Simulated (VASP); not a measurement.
**CaO: single point with PBEsol**

CaO:

```xyz
4
Lattice="3.9245 0.0000 0.0000 -1.9623 3.3987 0.0000 0.0000 0.0000 4.4270" Properties=species:S:1:pos:R:3 pbc="T T T"
Ca    1.9623    1.1329    3.3202
Ca    0.0000    2.2658    1.1067
O     1.9623    1.1329    1.1067
O     0.0000    2.2658    3.3202
```

The cell comes from a database or a generator and needn't be the stable form of this composition.

The cell isn't the ideal one: Mg replaced by Ca, lengths x 1.101, strained and moved within the space group.

| Item | Value |
| --- | --- |
| Program | VASP 6.6.1 |
| Task | single point |
| Functional | PBEsol |
| Potentials or basis | VASP PAW PBE potentials, release 64 (Ca_sv, O) |
| Cutoff | 520 eV |
| k mesh | 6 × 6 × 4 |
| Occupations | gaussian, width 0.1 eV |
| Spin | no spin polarisation |

```
Pressure               : 12.1 GPa
Band gap on the k mesh : 3.06 eV, direct
```

Stress tensor (GPa, compression positive):
```
 6.46  0.00  0.00
 0.00  6.46  0.00
 0.00  0.00 23.44
```

Levels at points of the mesh, in eV from the valence-band top:
```csv
k point,band 14,band 15,band 16,band 17,band 18,band 19
"(0.00, 0.00, 0.00)",-1.52,-0.87,0.00,3.06,6.04,6.04
"(0.50, 0.00, 0.00)",-0.71,-0.66,-0.54,4.43,5.09,5.22
"(0.00, 0.00, 0.50)",-1.75,-1.75,-1.75,4.93,4.93,8.26
"(0.50, 0.00, 0.50)",-1.51,-1.14,-1.14,5.36,5.36,7.76
```

Run time: 42 s on 1 thread of AMD EPYC 7R13 Processor (Zen 3), on a shared host, peak memory 0.15 GiB.

Caveat: the PAW data sets were made with another functional, which shifts forces and pressure a little.
